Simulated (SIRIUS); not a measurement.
**Si2W: equation of state with PBEsol**

The system is Si2W.

```
W Si
1.0
    -1.60690    1.60690    3.91495
     1.60690   -1.60690    3.91495
     1.60690    1.60690   -3.91495
W Si
1 2
Direct
  0.00000 0.00000 0.00000
  0.66530 0.66530 0.00000
  0.33470 0.33470 0.00000
```

* Program: SIRIUS 7.12.0
* Task: equation of state
* Functional: PBEsol
* Potentials or basis: PseudoDojo 0.4.1 PBEsol standard (scalar relativistic)
* Cutoff: 1030 eV
* Density cutoff: 4119 eV
* k mesh: 12 × 12 × 12
* Occupations: fermi-dirac, width 0.05 eV
* Spin: no spin polarisation
* Libxc names: ["XC_GGA_X_PBE_SOL", "XC_GGA_C_PBE_SOL"]
* Radial cutoff for the potentials' integrals: 6.5 bohr

| Property | Result |
| --- | --- |
| Equilibrium volume | 13.37 Å³/atom |
| Bulk modulus at fixed shape and positions | 235 GPa |
| Pressure derivative of the bulk modulus | 4.4 |

Energy against volume, from the lowest point:
```csv
volume (Å³/atom),energy (meV/atom)
12.670,28.55
12.939,9.89
13.209,0.70
13.479,0.00
13.748,6.93
14.018,20.69
14.287,40.60
```

All runs of the series together: 10 min on 4 threads of Intel(R) Xeon(R) 6975P-C (Granite Rapids) (shared host).

Caveat: the cell was scaled at fixed shape and fractional positions, which overstates the stiffness of a crystal with free parameters, most of all of layers and chains. The run has no spin-orbit coupling, so splittings on W are missing.
